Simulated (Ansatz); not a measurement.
**The polar optical mode of BaO at -1 GPa, worked through**

Theory: DFT LDA, scalar-relativistic, plane waves, PAW in Ansatz 0.2.0. Plane waves to 420 eV; Γ-centred k mesh 8×8×8; fixed occupations. No spin polarisation. Phonons by linear response, acoustic sum rule imposed.

The cell, relaxed at -1 GPa:
```
Ba O
1.0
     0.00000    2.72778    2.72778
     2.72778    0.00000    2.72778
     2.72778    2.72778    0.00000
Ba O
1 1
Cartesian
  0.0000 0.0000 0.0000
  2.7278 2.7278 2.7278
```

Spin–orbit coupling is left out, which matters for heavy elements.

Linear response gives ν_TO = 78.1 cm⁻¹, Born charges ±2.785 e (positive on Ba) and ε∞ = 4.270. The primitive cell holds 40.594 Å³, and the masses are 137.327 and 15.999 amu.

Problem. Find ν_LO and the static dielectric constant.

Solution. The long-wave field adds a restoring force: ω_LO² − ω_TO² = Z*²e²/(ε_vac ε∞ μV). In these units ν_LO² − ν_TO² = 4.92064×10⁷ Z*²/(μ V ε∞) cm⁻², with μ = m₁m₂/(m₁ + m₂) = 14.330 amu: 153658 cm⁻². So ν_LO = √(78.1² + 153658) = 399.7 cm⁻¹, and the run gives 399.7. Lyddane–Sachs–Teller then gives ε0 = ε∞ (ν_LO/ν_TO)² = 111.84, against 111.84 in the run (it forms both from the same three quantities, so the match checks the arithmetic only). Between ν_TO and ν_LO the dielectric function is negative and an undamped crystal reflects fully: a reststrahlen band from 25.0 to 128.0 μm.

Problem. What do the Clausius–Mossotti polarisability and the Szigeti charge come to?

Solution. With the Lorentz local field, α = (3V/4π)(ε∞ − 1)/(ε∞ + 2) = 5.05 Å³ for the pair, and e_S = 3Z*/(ε∞ + 2) = 1.33 e. The Born charge includes the electrons' response to the dipole's own local field, and e_S takes that enhancement out. The Lorentz field assumes point-like polarisable ions, a poor picture once ε∞ is this large, since the electron clouds then overlap or are shared, so both numbers are formal here.

Problem. How strongly does a slow electron couple to the LO mode?

Solution. For one isotropic parabolic band, Fröhlich's constant is α_F = (1/ε∞ − 1/ε0) √(m* Ry/ħω_LO), with Ry = 13.606 eV, ħω_LO = 49.6 meV and m* in free-electron masses: α_F = 0.2253 × 16.57 × √m* = 3.73 √m*. The band mass isn't part of this run; for m* = 0.1, 0.3 and 1 it gives 1.18, 2.04, 3.73. In weak coupling the polaron lies α_F ħω_LO below the band edge (101 meV at m* = 0.3) with a mass m*(1 + α_F/6); past α_F of about 5 or 6 that expansion fails. A semilocal functional's ε∞ tends to be too large, which taken alone lowers α_F.